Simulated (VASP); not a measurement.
Input of a VASP 6.6.1 run:

INCAR

```
SYSTEM = SnO2
ALGO = Normal
EDIFF = 1E-7
ENCUT = 520
ISIF = 2
ISMEAR = -1
LASPH = .TRUE.
LCHARG = .FALSE.
LMIXTAU = .TRUE.
LREAL = .FALSE.
LWAVE = .FALSE.
METAGGA = TPSS
NBANDS = 35
NELM = 100
PREC = Accurate
SIGMA = 0.05
```

KPOINTS

```
k-points
0
G
  6 6 8
  0 0 0
```

Contents of POSCAR:

```
SnO2
1.0
    4.7380000000      0.0000000000      0.0000000000
    0.0000000000      4.7380000000      0.0000000000
    0.0000000000      0.0000000000      3.1865000000
Sn O
2 4
Direct
    0.5000000000      0.5000000000      0.5000000000
    0.0000000000      0.0000000000      0.0000000000
    0.8071000000      0.1929000000      0.5000000000
    0.6929000000      0.6929000000      0.0000000000
    0.1929000000      0.8071000000      0.5000000000
    0.3071000000      0.3071000000      0.0000000000
```

Contents of KPOINTS_OPT:

```
path GXMGZRAZ,XR,MA
15
line-mode
reciprocal
 0.0000000000  0.0000000000  0.0000000000  G
 0.0000000000  0.5000000000  0.0000000000  X

 0.0000000000  0.5000000000  0.0000000000  X
 0.5000000000  0.5000000000  0.0000000000  M

 0.5000000000  0.5000000000  0.0000000000  M
 0.0000000000  0.0000000000  0.0000000000  G

 0.0000000000  0.0000000000  0.0000000000  G
 0.0000000000  0.0000000000  0.5000000000  Z

 0.0000000000  0.0000000000  0.5000000000  Z
 0.0000000000  0.5000000000  0.5000000000  R

 0.0000000000  0.5000000000  0.5000000000  R
 0.5000000000  0.5000000000  0.5000000000  A

 0.5000000000  0.5000000000  0.5000000000  A
 0.0000000000  0.0000000000  0.5000000000  Z

 0.0000000000  0.5000000000  0.0000000000  X
 0.0000000000  0.5000000000  0.5000000000  R

 0.5000000000  0.5000000000  0.0000000000  M
 0.5000000000  0.5000000000  0.5000000000  A
```

Potentials or basis: VASP PAW PBE potentials, release 64 (Sn_d, O).

Command:

```console
$ cat potpaw_PBE.64/Sn_d/POTCAR potpaw_PBE.64/O/POTCAR > POTCAR
$ mpirun -np 1 vasp_std > vasp.out
```

Problem. Estimate the largest force.

Solution. 0.322 eV/Å.

Problem. Estimate the band gap along the path.

Solution. 1.42 eV, direct.

Forces on the atoms (eV/Å):
```
Sn   0.000  0.000  0.000
Sn   0.000  0.000  0.000
O   -0.227  0.227  0.000
O    0.227  0.227  0.000
O    0.227 -0.227  0.000
O   -0.227 -0.227  0.000
```

Caveat: the PAW data sets were made with another functional, which shifts forces and pressure a little; spin-orbit coupling is left out, which moves the levels of the heavy elements. TPSS opens gaps a little over a GGA but as a rule still falls short of measured ones.
